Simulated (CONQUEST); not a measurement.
Runs of CONQUEST 1.3 on MgO. It takes space group Fm-3m (No. 225, cubic). Conventional cell: a = 4.194 Å, b = 4.194 Å, c = 4.194 Å, α = 90.00°, β = 90.00°, γ = 90.00°. Mg (site symmetry m-3m) is surrounded by 6 O at 2.10 Å. O (site symmetry m-3m) has 6 Mg at 2.10 Å as nearest neighbours. The cell is a database's computed one.

```csv
task,level,potentials or basis,spin,cell,k mesh,smearing,gap on the mesh (eV),pressure (GPa)
single point,PBEsol,"PseudoDojo NC PBEsol, SZ, grid cutoff 100 Ha",off,as given,8 × 8 × 5,fermi-dirac 0.05 eV,2.37,12.8
density of states,revPBE,"PseudoDojo NC PBE, DZP, grid cutoff 120 Ha",off,as given,8 × 8 × 5,fermi-dirac 0.05 eV,4.91,-
single point,B86bPBE,"PseudoDojo NC PBE, SZP, grid cutoff 100 Ha","collinear, random start",edges of the box strained at random at fixed volume,7 × 8 × 6,methfessel-paxton of order 1 0.05 eV,4.42,14.8
density of states,PBEsol,"PseudoDojo NC PBEsol, DZP, grid cutoff 120 Ha",off,volume scaled by 0.8,6 × 6 × 5,fermi-dirac 0.05 eV,(a),-
```

Task: Fill in the values left out.

Result: (a) 7.22.

Caveats: an odd mesh through Γ misses points on the zone boundary, where band edges often lie; the basis of atomic orbitals isn't converged, which shifts pressures, moduli and gaps; the atomic basis is small (some runs); the potentials were made for another functional, which shifts forces and pressure (some runs); the real-space grid breaks the cell's symmetry a little (some runs).

Runs at the PBE level aren't shown here.
